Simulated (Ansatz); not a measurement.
## SiO2: excitons and shallow donors from band masses and screening

Level of theory: Ansatz 0.2.0, DFT LDA, scalar-relativistic, plane waves, PAW.

Cutoff 420 eV; k points 6×6×4 on the computed 12-atom cell (Γ-centred); Gaussian smearing, width 0.02 eV; no spin polarisation.

Relaxed cell: P6_322, a = 5.015 Å, b = 5.015 Å, c = 8.539 Å, α = 90.00°, β = 90.00°, γ = 120.00°, 12 atoms in the primitive cell. This form isn't the usual stable structure of the compound.

The calculation gives a Kohn–Sham gap of 5.41 eV, an electron mass of 0.575 mₑ and a hole mass of 1.58 mₑ (harmonic means over x, y, z and over the bands degenerate at each edge), and ε∞ = 2.30 (independent particles, mean of the diagonal). Masses and screening differ among the axes, which the isotropic model averages.

Problem. Estimate the binding energy and radius of a Wannier–Mott exciton and of a shallow donor, and say whether the hydrogenic model can hold.

Solution. The reduced mass is μ = mₙmₕ/(mₙ + mₕ) = 0.421 mₑ, with mₙ and mₕ the band masses. With E_b = 13.606 eV × μ/ε² and a = 0.529 Å × ε/μ (μ in mₑ) the exciton has E_b = 1081 meV and a = 2.9 Å. For a donor μ is the electron mass: 1474 meV and 2.1 Å. The radius isn't large against the shortest lattice vector (5.02 Å), so the continuum picture is doubtful and the numbers are only a scale. In a polar crystal the ions screen too, so a state bound more weakly than an optical phonon feels the larger static constant, which lowers the energy and widens the orbit. The other way, the small Kohn–Sham gap and the missing local fields make ε∞ too large and the masses tend to be too light, which underbinds. The edges lie at different points of the zone, so the exciton is indirect.

Cost: 4 runs of about 14 core-minutes in all, on Arm Neoverse V2 (shared hosts).